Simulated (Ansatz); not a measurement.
Crystal: NiO.

```
CELL_PARAMETERS angstrom
0.00000 2.09131 2.09131
2.09131 0.00000 2.09131
2.09131 2.09131 0.00000
ATOMIC_POSITIONS crystal
Ni 0.00000 0.00000 0.00000
O 0.50000 0.50000 0.50000
```

Base run:

- Program: Ansatz 0.2.0
- Functional: PBE
- Potentials or basis: Ansatz PAW
- Cutoff: 420 eV (not typed: the program's choice for these potentials)
- k mesh: 11 × 11 × 11
- Occupations: fermi-dirac, width 0.05 eV
- Spin: collinear spin, ferromagnetic start
- Starting moments: [1.0, 0.0] μB
- Hubbard terms: Ni d U = 2 eV

Its results: band gap on the k mesh 0.35 eV, indirect (least direct gap 1.22 eV); pressure 8.8 GPa; net moment 2.00 μB per cell; site moments Ni +1.63; O +0.30 μB.

Task: The run is repeated on the same cell with these changes: hubbard terms from Ni d U = 2 eV to none; hubbard projectors from ortho-atomic (the default) to none. What comes out?

Result: Band gap on the k mesh none (metal or under the smearing width); pressure 4.3 GPa; net moment 1.75 μB per cell; site moments Ni +1.42; O +0.28 μB.

The U term pushes filled and empty states of the shell apart.

Caveats: a cell with one magnetic atom can't hold antiferromagnetic order, which such compounds often take; the magnetic or orbital state may not be the lowest (some runs); semilocal functionals often make such compounds metallic where correlation or magnetic order opens a gap, which also shifts bond lengths (some runs).

A k mesh can miss the band edges.
